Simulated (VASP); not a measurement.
Set up this calculation in VASP 6.6.1, as the native input.

| Property | Result |
| --- | --- |
| Task | single point |
| Functional | PBE |
| Dispersion | D3(BJ) |
| Potentials or basis | VASP PAW PBE potentials, release 64 (Hg) |
| Cutoff | 520 eV |
| k mesh | 18 × 18 × 6 |
| Occupations | gaussian, width 0.15 eV |
| Spin | no spin polarisation |
| Dipole correction | no |
| Further INCAR settings | ALGO = Fast; EDIFF = 1e-06; NBANDS = 32 |

The structure of Hg lies in POSCAR:

```
Hg
1.0
    3.3374995657      0.0000000000      0.0000000000
   -1.6687497829      2.8903594090      0.0000000000
    0.0000000000      0.0000000000     10.5882697919
Hg
4
Direct
    0.0000000000      0.0000000000      0.0000000000
    0.3333333333      0.6666666667      0.2500000000
    0.0000000000      0.0000000000      0.5000000000
    0.6666666667      0.3333333333      0.7500000000
```

One way to write it, as run:

INCAR

```
ALGO = Fast
EDIFF = 1E-6
ENCUT = 520
GGA = PE
ISIF = 2
ISMEAR = 0
IVDW = 12
LASPH = True
LCHARG = False
LREAL = False
LWAVE = False
NBANDS = 32
NELM = 100
PREC = Accurate
SIGMA = 0.15
```

KPOINTS

```
k-points
0
Gamma
  18 18 6
```

Potentials or basis: VASP PAW PBE potentials, release 64 (Hg).

Command:

```bash
$ cat potpaw_PBE.64/Hg/POTCAR > POTCAR
$ mpirun -np 1 vasp_std > vasp.out
```

It gave:

| Quantity | Value |
| --- | --- |
| Pressure | 0.2 GPa |
| Band gap on the k mesh | none (metal or under the smearing width) |
| Dispersion energy per atom | -0.410 eV |

Caveat: pairwise dispersion overbinds metals, which lowers pressure and volume.

It took 2.8 min on 1 thread of Intel(R) Xeon(R) 6975P-C (Granite Rapids) (shared host), peak memory 0.48 GiB.
